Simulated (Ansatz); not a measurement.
# Ti3Ni (Pm-3m) in Ansatz: notebook

One crystal, Ti3Ni, is run at these levels: PBEsol; tasks: single point.

All numbers are computed with Ansatz 0.2.0; they aren't measurements. Logs are shortened: lines on timing, memory, paths and dates and some standing lists are left out, and cuts for length are marked.

### 1 The structure

It takes space group Pm-3m (No. 221, cubic). Conventional cell: a = 3.935 Å, b = 3.935 Å, c = 3.935 Å, α = 90.00°, β = 90.00°, γ = 90.00°. Ni (site symmetry m-3m) is surrounded by 12 Ti at 2.78 Å. Ti (site symmetry 4/mmm) has 4 Ni at 2.78 Å and 8 Ti at 2.78 Å as nearest neighbours.

The cell comes from a database or a generator and needn't be the stable form of this composition.

### 2 Single point, PBEsol, collinear spin, ferromagnetic start

Contents of input.yaml:

```yaml
crystal:
  lattice:
    - [3.935175, 0.0, 0.0]
    - [0.0, 3.935175, 0.0]
    - [0.0, 0.0, 3.935175]
  atoms:
    - { symbol: Ni, position: [0.0, 0.0, 0.0], spin: 0.5 }
    - { symbol: Ti, position: [0.5, 0.5, 0.0], spin: 0.5 }
    - { symbol: Ti, position: [0.5, 0.0, 0.5], spin: 0.5 }
    - { symbol: Ti, position: [0.0, 0.5, 0.5], spin: 0.5 }
hamiltonian:
  xc: pbesol
  pseudopotentials: { kind: paw }
magnetization:
  spin_polarized: true
  initial_magnetization: 2.0
  spin_locking: { lock_magnetization: hard }
kpoints:
  mp_grid: { grid: [6, 6, 6] }
scf:
  occupations: { method: fermi_dirac, width: 0.05 }
  lower_state_search: "off"
output:
  forces: true
  stress: true
  eigenvalues: true
```

Potentials or basis: Ansatz PAW.

Command:

```console
> ansatz run input.yaml --threads 2 --pin off --max-ram 5632MiB --backend cpu --events-out ev --progress --plain --runs-dir out
```

Standard output:

```text
Warning: output.stress: scf.convergence.dr2_threshold = 1e-7 eV (the SCF's general default) is looser than the 4e-10 eV advised for a printed stress (1e-10 eV for each atom of the cell: 4). What an SCF threshold leaves in a stress goes as its square root, and in the free energy as the threshold itself, and one threshold admits the most on a small cell: of the crystals measured, under no hybrid functional and no lock of the moments, on runs that ended without the residual-converged pass, on stresses that held no estimate of that error, the worst erred by over 100 MPa in a component at 1e-7 eV an atom and by under 5 at 1e-10. Set scf.convergence.dr2_threshold to 4e-10 eV or tighter. The threshold is an SCF's pass mark: one that does not reach it within its budget of iterations ends unconverged, or closes short of it on a stop that the run arms, and scf.convergence.dr2_threshold's page says what that costs each kind of run
Warning: RAYON_NUM_THREADS=2 ignored (pool sized by the plan → 2); use --threads N
Engine: ansatz 0.2.0, x86_64-unknown-linux-gnu
Pseudopotentials: kind: paw
Pseudopotential: Ni, paw, valence charge 18, recommended cutoff 420 eV (normal), Ni.paw.azcp
Pseudopotential: Ti, paw, valence charge 12, recommended cutoff 420 eV (normal), Ti.paw.azcp
Functional definition: PBEsol
  exchange = pbesol_x
  correlation = pbesol_c
Crystal: 4 atoms, lattice volume = 60.939 Å³
Basis set: ecut = 420 eV, 1213 PW (Γ), exchange–correlation on 54×54×54 points (8 copies of the dense FFT grid, shifted against one another)
Bands: 34, of which v1, the nominal top of the filled ones, is band 27 counted from 1 (26 counted from 0)
Symmetry: 48 space group operations
Space group: Pm-3m (ITA 221), of the structure as read, at distance tolerance 3.9e-5 Å
Magnetic group: BNS 221.92 (UNI 1594), of the structure as read, at distance tolerance 3.9e-5 Å
k-points: 20 of 216
Non-local potential: Ni, projectors of the file, l = 0: 3, l = 1: 2, l = 2: 3, l = 3: 1
Non-local potential: Ti, projectors of the file, l = 0: 3, l = 1: 2, l = 2: 3, l = 3: 1
PAW form: soft (Blöchl's): semilocal exchange-correlation on the pseudo side does not see the compensation charge
PAW frozen core: Ni, regenerated for the run's functional, and the local potential with it (the file was generated under x = pbe(κ = 0.804, μ = 0.2195149727645171), c = pbe(β = 0.06672455060314922))
PAW frozen core: Ti, regenerated for the run's functional, and the local potential with it (the file was generated under x = pbe(κ = 0.804, μ = 0.2195149727645171), c = pbe(β = 0.06672455060314922))
PAW one-centre angular grid: Ni, 590 points (default); XC on 64 Gauss nodes
PAW one-centre angular grid: Ti, 590 points (default); XC on 64 Gauss nodes
Initial density: superposition of atomic densities (chi_scale 0.1, normalization cell)
Starting moments: Σ|m| = 2 μB on 4 of 4 sites
Initial wavefunctions: pseudopotential atomic-orbital guess
Functional: x = pbesol(κ = 0.804, μ = 0.12345679012345678), c = pbesol(β = 0.046)
SCF iter   1: F=—  HF=-13227.998526 eV  |F-HF|=—  |Δ(HF+E_count)|=         —  Δρ=5.38e-2 (↑4.83e-2 ↓5.38e-2)  dr2=7.26e0  dr2_m=1.81e-1  M=2.000 μB ∫|m|=2.000 μB  β_m=0.30  ethr=3.10e-3  ⟨swp⟩=3.2  Hψ=4147  notcnv=0
preconditioner: auto → Kerker (q_TF=auto, 2.674 Å⁻¹)  [metal: Δε(μ)=0.010 eV  Ē_g=4.020 eV  σ=0.050 eV  W_gap=0.05  n_scr=18 (ndim 8)  ℏωp=22.3 eV  f_vac=0.000  D(μ)=5.71/eV (n_scr^D=80)]
[... 15 lines left out ...]
SCF converged after 12 iterations
Stability checked in part: among states of this total moment the steps that led to this state did not find it unstable. No probe was made; neither looks for a lower state of another moment (fixed_total_moment; see scf.lower_state_search)
an eigenvalue changed by more than its tolerance at an iteration that met the thresholds in force, so the SCF went on 1 time: the last check found none over its tolerance
Magnetization: 2.0000 μB (28.0000 up, 26.0000 down)
Absolute magnetization: 2.0000 μB (∫|ρ↑−ρ↓|, with the PAW one-centre terms)
Spin contamination: 0.0045 ħ² per cell (⟨S²⟩ above its minimum at these occupations)
Per-site moments (μB) at R_I (Å): [(0.29729905849345406, 1.147817932658006), (0.429933035988628, 1.147817932658006), (0.4299330359886287, 1.147817932658006), (0.429933035988628, 1.147817932658006)]
Free energy (F): -13226.929753 eV
Harris-Foulkes:  -13226.929753 eV  (|F-HF|=3.45e-9)
Internal energy: -13226.876130 eV  (E = F + TS)
E sigma→0 (E₀):  -13226.902942 eV
Entropy (-TS):   -0.053623 eV (-13.406 meV/atom)
Fermi energy:    14.443037 (↑ 14.524250, ↓ 14.361823) eV
--- Per-component energies (eV) ---
  E_band       = -772.980965
  E_kinetic    = 1101.486398
  E_local      = -6426.527168  (includes V_loc(G=0)·N_el)
  E_nonlocal   = 661.552664
  E_hartree    = 2698.616857
  E_xc         = -375.460553
  E_vxc        = -475.019969  (∫ρ·V_xc dr)
  E_paw        = -4660.563500  (= ΣΔE_a)
  E_vpaw       = -1031.712406  (= ΣTr[D̂ρ^β])
  E_aug_tail   = 0.000828  (compensation charges beyond the density's cutoff)
  E_ewald      = -6226.597099
  E_core_change = 0.615442  (= ΣΔE_core)
  E_smearing   = -0.053623  (= −TS)
  E_closure    = 0.000000  (closes the sum)
  Σ components = -13226.929753   (vs F -13226.929753, Δ=0.00e0)
--- Forces (eV/Å), atoms counted from 1 ---
  atom   1  Ni    -0.00000000     0.00000000    -0.00000000
  atom   2  Ti    -0.00000000    -0.00000000    -0.00000000
  atom   3  Ti    -0.00000000    -0.00000000    -0.00000000
  atom   4  Ti     0.00000000     0.00000000     0.00000000
  max |Σ_I F_I| component: 2.61e-29 eV/Å
--- Stress (GPa, compression-positive) ---
       -4.154285      -0.000000       0.000000
       -0.000000      -4.154285       0.000000
        0.000000       0.000000      -4.154285
  P = ⅓ Tr σ = -4.1543 GPa (-41.543 kbar)
--- Band table (eV; the first three rows and the last of 40) ---
  k-point 0 ↑: bands = ["-88.5825", "-49.1007", "-49.1007", "-49.1007", "-42.1287", "-41.9210", "-41.9210", "-18.7416", "-18.7416", "-18.7416", "-18.3153", "-18.3153", "-18.3153", "-18.0713", "-18.0713", "-18.0713", "7.5965", "10.9675", "11.1306", "11.1306", "11.7148", "11.7148", "11.7148", "13.8779", "13.8779", "13.8779", "14.6794", "14.6794", "16.8857", "16.8857", "16.8857", "17.2090", "17.2090", "17.2090"]
  k-point 1 ↑: bands = ["-88.5825", "-49.1008", "-49.1007", "-49.1007", "-42.1164", "-41.9332", "-41.9208", "-18.7163", "-18.7163", "-18.7027", "-18.3246", "-18.3246", "-18.3194", "-18.1218", "-18.0891", "-18.0891", "7.9140", "11.0998", "11.2726", "11.2905", "11.8122", "11.8340", "11.8340", "13.7905", "13.9218", "13.9218", "14.3431", "14.7730", "15.8979", "15.8979", "16.5260", "16.8033", "17.3547", "17.4174"]
  k-point 2 ↑: bands = ["-88.5825", "-49.1010", "-49.1007", "-49.1007", "-42.0846", "-41.9648", "-41.9205", "-18.6551", "-18.6551", "-18.5933", "-18.3543", "-18.3543", "-18.3277", "-18.2544", "-18.1241", "-18.1241", "8.8005", "10.9829", "11.6316", "11.8430", "12.0482", "12.1495", "12.1495", "13.4303", "13.5694", "13.8493", "13.8493", "15.0750", "15.2028", "15.2028", "15.7470", "16.5694", "16.6479", "16.8513"]
  k-point 19 ↓: bands = ["-88.2554", "-48.7822", "-48.7822", "-48.7822", "-41.6186", "-41.6186", "-41.6186", "-18.5771", "-18.3210", "-18.3210", "-18.3210", "-17.7347", "-17.7347", "-17.7347", "-17.6897", "-17.6897", "10.7718", "11.5764", "11.5764", "11.5764", "12.9806", "12.9806", "14.0102", "14.0102", "14.0102", "15.0597", "15.0597", "15.0597", "15.4468", "15.4468", "15.4468", "15.7637", "17.0479", "17.0479"]
```

Wall time 2.3 s (2 threads of Intel Xeon 6975P-C (Granite Rapids), shared host); peak memory 0.43 GiB.

Results:

| Item | Value |
| --- | --- |
| Free energy | -13226.9298 eV |
| Pressure | -4.2 GPa |
| Net moment | 2.00 μB per cell |
| Absolute moment | 2.00 μB per cell |
| Site moments | Ni +0.30; Ti +0.43 μB |

Caveat: the total moment is fixed, so each spin has its own Fermi level; the PAW data sets come from PBE, with cores solved anew for the run's functional, which leaves a small shift of forces and pressure; the thresholds are loose for stress.

### 3 Single point, PBEsol, collinear spin, ferromagnetic start

Contents of input.yaml:

```yaml
crystal:
  lattice:
    - [3.935175, 0.0, 0.0]
    - [0.0, 3.935175, 0.0]
    - [0.0, 0.0, 3.935175]
  atoms:
    - { symbol: Ni, position: [0.0, 0.0, 0.0], spin: 0.75 }
    - { symbol: Ti, position: [0.5, 0.5, 0.0], spin: 0.75 }
    - { symbol: Ti, position: [0.5, 0.0, 0.5], spin: 0.75 }
    - { symbol: Ti, position: [0.0, 0.5, 0.5], spin: 0.75 }
hamiltonian:
  xc: pbesol
  pseudopotentials: { kind: paw }
magnetization:
  spin_polarized: true
  initial_magnetization: 3.0
  spin_locking: { lock_magnetization: hard }
kpoints:
  mp_grid: { grid: [6, 6, 6] }
scf:
  occupations: { method: fermi_dirac, width: 0.05 }
  lower_state_search: "off"
output:
  forces: true
  stress: true
  eigenvalues: true
```

Potentials or basis: Ansatz PAW.

Command:

```console
> ansatz run input.yaml --threads 2 --pin off --max-ram 5632MiB --backend cpu --events-out ev --progress --plain --runs-dir out
```

It took 1.7 s on 2 threads of Intel Xeon 6975P-C (Granite Rapids), shared host; peak memory 0.42 GiB.

Results (log left out):

```
Free energy     : -13226.8107 eV
Pressure        : -3.1 GPa
Net moment      : 3.00 μB per cell
Absolute moment : 3.00 μB per cell
Site moments    : Ni +0.42; Ti +0.65 μB
```

Caveat: the total moment is fixed, so each spin has its own Fermi level; the PAW data sets come from PBE, with cores solved anew for the run's functional, which leaves a small shift of forces and pressure; the thresholds are loose for stress.

### 4 Single point, PBEsol, collinear spin, ferromagnetic start

Contents of input.yaml:

```yaml
crystal:
  lattice:
    - [3.935175, 0.0, 0.0]
    - [0.0, 3.935175, 0.0]
    - [0.0, 0.0, 3.935175]
  atoms:
    - { symbol: Ni, position: [0.0, 0.0, 0.0], spin: 1.0 }
    - { symbol: Ti, position: [0.5, 0.5, 0.0], spin: 1.0 }
    - { symbol: Ti, position: [0.5, 0.0, 0.5], spin: 1.0 }
    - { symbol: Ti, position: [0.0, 0.5, 0.5], spin: 1.0 }
hamiltonian:
  xc: pbesol
  pseudopotentials: { kind: paw }
magnetization:
  spin_polarized: true
  initial_magnetization: 4.0
  spin_locking: { lock_magnetization: hard }
kpoints:
  mp_grid: { grid: [6, 6, 6] }
scf:
  occupations: { method: fermi_dirac, width: 0.05 }
  lower_state_search: "off"
output:
  forces: true
  stress: true
  eigenvalues: true
  write_density: true
  write_potential: true
  elf: true
  volumetric_format: npy
```

Command:

```console
> ansatz run input.yaml --threads 2 --pin off --max-ram 5632MiB --backend cpu --events-out ev --progress --plain --runs-dir out
```

Run time: 2.7 s. Hardware: 2 threads of Intel Xeon 6975P-C (Granite Rapids), shared host; peak memory 0.44 GiB.

The run converged. Its results:

```
Free energy     : -13226.6180 eV
Pressure        : -1.6 GPa
Net moment      : 4.00 μB per cell
Absolute moment : 4.00 μB per cell
Site moments    : Ni +0.48; Ti +0.89 μB
```

Caveat: the total moment is fixed, so each spin has its own Fermi level; the PAW data sets come from PBE, with cores solved anew for the run's functional, which leaves a small shift of forces and pressure; the thresholds are loose for stress.

### 5 Single point, PBEsol, collinear spin, ferromagnetic start

Contents of input.yaml:

```yaml
crystal:
  lattice:
    - [3.935175, 0.0, 0.0]
    - [0.0, 3.935175, 0.0]
    - [0.0, 0.0, 3.935175]
  atoms:
    - { symbol: Ni, position: [0.0, 0.0, 0.0], spin: 1.25 }
    - { symbol: Ti, position: [0.5, 0.5, 0.0], spin: 1.25 }
    - { symbol: Ti, position: [0.5, 0.0, 0.5], spin: 1.25 }
    - { symbol: Ti, position: [0.0, 0.5, 0.5], spin: 1.25 }
hamiltonian:
  xc: pbesol
  pseudopotentials: { kind: paw }
magnetization:
  spin_polarized: true
  initial_magnetization: 5.0
  spin_locking: { lock_magnetization: hard }
kpoints:
  mp_grid: { grid: [6, 6, 6] }
scf:
  occupations: { method: fermi_dirac, width: 0.05 }
  lower_state_search: "off"
output:
  forces: true
  stress: true
  eigenvalues: true
  write_density: true
  write_potential: true
  elf: true
  volumetric_format: npy
```

Command:

```console
> ansatz run input.yaml --threads 2 --pin off --max-ram 5632MiB --backend cpu --events-out ev --progress --plain --runs-dir out
```

Run time: 2.8 s. Hardware: 2 threads of Intel Xeon 6975P-C (Granite Rapids), shared host; peak memory 0.45 GiB.

The run converged. Its results:

* Free energy: -13226.3321 eV
* Pressure: 0.3 GPa
* Net moment: 5.00 μB per cell
* Absolute moment: 5.00 μB per cell
* Site moments: Ni +0.56; Ti +1.12 μB

Caveat: the total moment is fixed, so each spin has its own Fermi level; the PAW data sets come from PBE, with cores solved anew for the run's functional, which leaves a small shift of forces and pressure; the thresholds are loose for stress.

### 6 Single point, PBEsol, collinear spin, ferromagnetic start

Contents of input.yaml:

```yaml
crystal:
  lattice:
    - [3.935175, 0.0, 0.0]
    - [0.0, 3.935175, 0.0]
    - [0.0, 0.0, 3.935175]
  atoms:
    - { symbol: Ni, position: [0.0, 0.0, 0.0], spin: 1.5 }
    - { symbol: Ti, position: [0.5, 0.5, 0.0], spin: 1.5 }
    - { symbol: Ti, position: [0.5, 0.0, 0.5], spin: 1.5 }
    - { symbol: Ti, position: [0.0, 0.5, 0.5], spin: 1.5 }
hamiltonian:
  xc: pbesol
  pseudopotentials: { kind: paw }
magnetization:
  spin_polarized: true
  initial_magnetization: 6.0
  spin_locking: { lock_magnetization: hard }
kpoints:
  mp_grid: { grid: [6, 6, 6] }
scf:
  occupations: { method: fermi_dirac, width: 0.05 }
  lower_state_search: "off"
output:
  forces: true
  stress: true
  eigenvalues: true
```

Potentials or basis: Ansatz PAW.

Command:

```console
> ansatz run input.yaml --threads 2 --pin off --max-ram 5632MiB --backend cpu --events-out ev --progress --plain --runs-dir out
```

Standard output:

```text
Warning: output.stress: scf.convergence.dr2_threshold = 1e-7 eV (the SCF's general default) is looser than the 4e-10 eV advised for a printed stress (1e-10 eV for each atom of the cell: 4). What an SCF threshold leaves in a stress goes as its square root, and in the free energy as the threshold itself, and one threshold admits the most on a small cell: of the crystals measured, under no hybrid functional and no lock of the moments, on runs that ended without the residual-converged pass, on stresses that held no estimate of that error, the worst erred by over 100 MPa in a component at 1e-7 eV an atom and by under 5 at 1e-10. Set scf.convergence.dr2_threshold to 4e-10 eV or tighter. The threshold is an SCF's pass mark: one that does not reach it within its budget of iterations ends unconverged, or closes short of it on a stop that the run arms, and scf.convergence.dr2_threshold's page says what that costs each kind of run
Warning: RAYON_NUM_THREADS=2 ignored (pool sized by the plan → 2); use --threads N
[... 82 lines left out ...]
  k-point 1 ↑: bands = ["-88.7172", "-49.2403", "-49.2402", "-49.2402", "-42.1535", "-41.9664", "-41.9537", "-18.7897", "-18.7897", "-18.7757", "-18.3771", "-18.3771", "-18.3717", "-18.1819", "-18.1481", "-18.1481", "7.6065", "10.9016", "11.0796", "11.0893", "11.6021", "11.6218", "11.6218", "13.5529", "13.6922", "13.6922", "14.1536", "14.6020", "15.6743", "15.6743", "16.2562", "16.6921", "17.2353", "17.2353", "17.3068", "17.5991"]
  k-point 2 ↑: bands = ["-88.7172", "-49.2406", "-49.2402", "-49.2402", "-42.1210", "-41.9987", "-41.9533", "-18.7274", "-18.7274", "-18.6628", "-18.4078", "-18.4078", "-18.3802", "-18.3187", "-18.1834", "-18.1834", "8.4988", "10.7360", "11.4357", "11.6638", "11.8582", "11.9507", "11.9507", "13.2304", "13.3065", "13.6137", "13.6137", "14.9078", "14.9608", "14.9608", "15.5515", "16.4909", "16.5329", "16.6781", "16.6781", "17.1220"]
  k-point 19 ↓: bands = ["-87.9956", "-48.5365", "-48.5365", "-48.5365", "-40.8960", "-40.8960", "-40.8960", "-17.8810", "-17.6124", "-17.6124", "-17.6124", "-17.0224", "-17.0224", "-17.0224", "-16.9896", "-16.9896", "11.1095", "11.9726", "11.9726", "11.9726", "13.2114", "13.2114", "14.5309", "14.5309", "14.5309", "15.3867", "15.3867", "15.3867", "16.1559", "16.1559", "16.1559", "16.2852", "17.5476", "17.5476", "17.5476", "18.1547"]
```

Run time: 2.2 s. Hardware: 2 threads of Intel Xeon 6975P-C (Granite Rapids), shared host; peak memory 0.43 GiB.

What came out:

| Item | Value |
| --- | --- |
| Free energy | -13225.9244 eV |
| Pressure | 2.2 GPa |
| Net moment | 6.00 μB per cell |
| Absolute moment | 6.00 μB per cell |
| Site moments | Ni +0.73; Ti +1.32 μB |

Caveat: the total moment is fixed, so each spin has its own Fermi level; the PAW data sets come from PBE, with cores solved anew for the run's functional, which leaves a small shift of forces and pressure; the thresholds are loose for stress.

### 7 Overview

```tsv
fixed moment (μB)	pressure (GPa)	moment (μB)
2.0	-4.2	2.00
3.0	-3.1	3.00
4.0	-1.6	4.00
5.0	0.3	5.00
6.0	2.2	6.00
```

Alike in all rows: task single point; level PBEsol; potentials or basis Ansatz PAW; spin collinear, ferromagnetic start; cell as given; k mesh 6 × 6 × 6; cutoff (eV) 420; smearing fermi-dirac 0.05 eV.

Caveats: the total moment is fixed, so each spin has its own Fermi level; the PAW data sets come from PBE, with cores solved anew for the run's functional, which leaves a small shift of forces and pressure; the thresholds are loose for stress.

Absolute energies hang on the potentials; compare differences alone.
